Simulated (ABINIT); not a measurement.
Runs of ABINIT 10.8.3 (patched build) on BN. Symmetry: P6_3mc, No. 186, hexagonal system. Conventional cell: a = 2.554 Å, b = 2.554 Å, c = 4.227 Å, α = 90.00°, β = 90.00°, γ = 120.00°. N (site symmetry 3m) is surrounded by 4 B at 1.57 to 1.58 Å. B (site symmetry 3m) has 4 N at 1.57 to 1.58 Å as nearest neighbours. Measurements of this composition are mostly on another form, of space group No. 194.

```csv
task,level,potentials or basis,k mesh,cutoff (eV),smearing,fine-grid cutoff,most SCF steps,gap on the mesh (eV),pressure (GPa),largest force (eV/Å)
band structure,r2SCAN,JTH PAW PBE v2.0,12 × 12 × 6,844,fermi-dirac 0.05 eV,1442.2 eV,-,5.71,-2.3,0.04
single point,PBE,PseudoDojo NC SR PBE v0.4.1 standard,8 × 8 × 4,952,fixed,-,-,(b),(c),0.02
band structure,PBEsol,JTH PAW PBE v2.0,12 × 12 × 6,707,fermi-dirac 0.05 eV,1306.15 eV,-,4.96,-5.7,(d)
single point,HSE06,PseudoDojo NC SR PBE v0.4.1 standard,8 × 8 × 4,952,fixed,-,60,6.98,-8.7,0.04
band structure,LDA,JTH PAW LDA v2.0,12 × 12 × 6,707,fermi-dirac 0.05 eV,1306.15 eV,-,(a),-13.9,0.02
```

Alike in all rows: no spin polarisation; cell as given.

Problem. Fill in the values left out.

Solution. (a) 4.97; (b) 5.58; (c) -1.6; (d) 0.01.

Caveats: the PAW data sets were made with another functional, which shifts forces and pressure a little (some runs); Libxc's HSE differs a little from that of other programs (some runs); the potentials were made for another functional, which shifts forces and pressure (some runs).

A k mesh can miss the band edges.
